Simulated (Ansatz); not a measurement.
Sn:

```xyz
2
Lattice="0.0000 3.2333 3.2333 3.2333 0.0000 3.2333 3.2333 3.2333 0.0000" Properties=species:S:1:pos:R:3 pbc="T T T"
Sn    4.8500    4.8500    4.8500
Sn    3.2333    3.2333    3.2333
```

This isn't the form of Sn at room conditions, which is tetragonal (white tin).

| Quantity | Value |
| --- | --- |
| Program | Ansatz 0.2.0 |
| Task | relaxation of cell and atoms |
| Functional | PBE |
| Dispersion | D4 |
| Potentials or basis | Ansatz PAW |
| Cutoff | 420 eV (not typed: the program's choice for these potentials) |
| k mesh | 7 × 7 × 7 |
| Occupations | fermi-dirac, width 0.05 eV |
| Spin | no spin polarisation |

At the start: volume 33.80 Å³/atom.

**Question.** Where does the relaxation end?

**Answer.** It ends after 5 steps and the volume is 35.38 Å³/atom (+4.7 %); space group Fd-3m (No. 227, to 0.05 Å).

The path:
| step | energy change (eV) | largest force (eV/Å) | volume (Å³) |
| --- | --- | --- | --- |
| 1 | 0.0000 | 0.0000 | 67.61 |
| 2 | -0.0126 | 0.0000 | 72.66 |
| 3 | -0.0187 | 0.0000 | 70.95 |
| 4 | -0.0188 | 0.0000 | 70.76 |
| 5 | -0.0194 | 0.0000 | 70.76 |

Final structure:
```
Sn
1.0
     0.00000    3.28283    3.28283
     3.28283    0.00000    3.28283
     3.28283    3.28283    0.00000
Sn
2
Direct
  0.75000 0.75000 0.75000
  0.50000 0.50000 0.50000
```

Caveat: the plane-wave basis is chosen anew once the cell has moved, so the energies of steps on either side of that aren't comparable; pairwise dispersion overbinds metals, which lowers pressure and volume.
